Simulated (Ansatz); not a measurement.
# Tl: energy and pressure over a range of volumes

One table from this session's results is given with a row withheld; the runs are named, their logs left out.

This is Tl in the fcc structure; at room conditions it is hcp.

Program: Ansatz 0.2.0. Level of theory: DFT PBE, scalar-relativistic. These are calculated values, not measurements.

2 further runs of the same task are left out: 2 that didn't finish.

## The system as given

The structure is cubic, space group Fm-3m (No. 225). The conventional cell has a = 4.330 Å, b = 4.330 Å, c = 4.330 Å, α = 90.00°, β = 90.00°, γ = 90.00°. Tl (site symmetry m-3m) has 12 Tl at 3.06 Å as nearest neighbours.

Structure file:

```
CELL_PARAMETERS angstrom
0.00000 2.16500 2.16500
2.16500 0.00000 2.16500
2.16500 2.16500 0.00000
ATOMIC_POSITIONS crystal
Tl 0.00000 0.00000 0.00000
```

The cell comes from a crystallographic database entry that wasn't checked; take it as a given geometry, which may be far from equilibrium.

The first run:

Contents of input.yaml:

```yaml
crystal:
  lattice:
    - [0.0, 2.1357396564, 2.1357396564]
    - [2.1357396564, 0.0, 2.1357396564]
    - [2.1357396564, 2.1357396564, 0.0]
  atoms:
    - { symbol: Tl, position: [0.0, 0.0, 0.0] }
kpoints:
  mp_grid: { grid: [16, 16, 16] }
scf:
  occupations: { method: fermi_dirac, width: 0.05 }
hamiltonian:
  xc: pbe
  pseudopotentials: { kind: all_electron, lapw: { basis_error: 0.001 } }
output:
  forces: true
  stress: true
  eigenvalues: true
```

On the command line:

```console
ansatz run input.yaml --threads 1 --pin off --max-ram 2048MiB --backend cpu --events-out ev --progress --plain --runs-dir out
```

Among the steps run: Volume × 0.96, LAPW; Volume × 0.96, PAW; Volume × 0.96, crystal datasets; Volume × 0.98, LAPW; Volume × 0.98, PAW; Volume × 1.02, LAPW; Volume × 1.02, PAW; Volume × 1.04, LAPW; Volume × 1.04, PAW; Volume × 1.04, crystal datasets.

One of the session's tables, all rows but one given; the rest of the session is left out.

| method | volume (Å³/atom) | pressure (GPa) |
| --- | --- | --- |
| LAPW | 19.484 | 45.97 |
| LAPW | 19.890 | 41.51 |
| LAPW | 20.296 | 37.48 |
| LAPW | 20.702 | 33.83 |
| LAPW | 21.108 | 30.53 |
| PAW | 19.484 | 45.95 |
| PAW | 19.890 | ? |
| PAW | 20.296 | 37.47 |
| PAW | 20.702 | 33.82 |
| PAW | 21.108 | 30.51 |
| crystal datasets | 19.484 | 45.96 |
| crystal datasets | 20.296 | 37.47 |
| crystal datasets | 21.108 | 30.52 |

Q: Estimate the row for PAW, 19.890 from the others.

As computed: pressure (GPa): 41.49. In the column «pressure (GPa)» it lies between LAPW, 20.296 (37.48) and LAPW, 19.890 (41.51).

Caveats from the session: Warnings in the runs' records: gradients without spin orbit, crystal datasets made.
